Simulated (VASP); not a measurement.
Write the native input for VASP 6.6.1 that does the following.

```yaml
Task: single point
Functional: PBE
Potentials_or_basis: VASP PAW PBE potentials, release 64 (Pt)
Cutoff: 520 eV
k_mesh: 12 × 12 × 12
Occupations: fermi-dirac, width 0.05 eV
Spin: no spin polarisation
Further_INCAR_settings: ALGO = Normal; EDIFF = 1e-07; NBANDS = 11
```

The structure of Pt lies in POSCAR:

```
Pt
1.0
   -1.5842200000      1.5842200000      1.5842200000
    1.5842200000     -1.5842200000      1.5842200000
    1.5842200000      1.5842200000     -1.5842200000
Pt
1
Direct
    0.0000000000      0.0000000000      0.0000000000
```

This isn't the form of Pt at room conditions, which is fcc.

These files were run (other wordings do the same):

INCAR

```
SYSTEM = Pt
  ALGO = Normal
  EDIFF = 1E-7
  ENCUT = 520
  GGA = PE
  ISIF = 2
  ISMEAR = -1
  LASPH = .TRUE.
  LCHARG = .TRUE.
  LELF = .TRUE.
  LREAL = .FALSE.
  LVHAR = .TRUE.
  LWAVE = .FALSE.
  NBANDS = 11
  NELM = 100
  PREC = Accurate
  SIGMA = 0.05
```

KPOINTS

```
k-points
0
G
  12 12 12
  0 0 0
```

Potentials or basis: VASP PAW PBE potentials, release 64 (Pt).

Command:

```console
$ cat potpaw_PBE.64/Pt/POTCAR > POTCAR
$ mpirun -np 1 vasp_std > vasp.out
```

Results of the run:

The pressure is -1.8 GPa. The band gap on the k mesh is none (metal or under the smearing width).

Run time: 12 s on 1 thread of Intel(R) Xeon(R) Platinum 8375C CPU @ 2.90GHz (Ice Lake), with other jobs on the host, peak memory 0.13 GiB.
